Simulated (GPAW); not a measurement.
Crystal: Na2S.

```
S Na
1.0
     0.00000    3.27350    3.27350
     3.27350    0.00000    3.27350
     3.27350    3.27350    0.00000
S Na
1 2
Direct
  0.00000 0.00000 0.00000
  0.75000 0.75000 0.75000
  0.25000 0.25000 0.25000
```

Base run:

```yaml
Program: GPAW 26.7.0
Functional: r2SCAN
Potentials_or_basis: GPAW PAW data sets (gpaw-data 1.2.1)
Cutoff: 800 eV
Basis: pw
k_mesh: 7 × 7 × 7
Occupations: fermi-dirac, width 0.05 eV
Spin: no spin polarisation
```

Its results: band gap on the k mesh 3.02 eV, direct; pressure -0.3 GPa.

**Question.** The run is repeated on the same cell with these changes: functional from r2SCAN to PBE. What comes out?

**Answer.** Band gap on the k mesh 2.49 eV, direct; pressure 0.2 GPa.

r2SCAN gives the wider gap, since meta-GGAs in the generalised Kohn-Sham scheme recover part of the derivative discontinuity.

Caveats: the PAW data sets were made with another functional, which shifts forces and pressure a little (some runs).
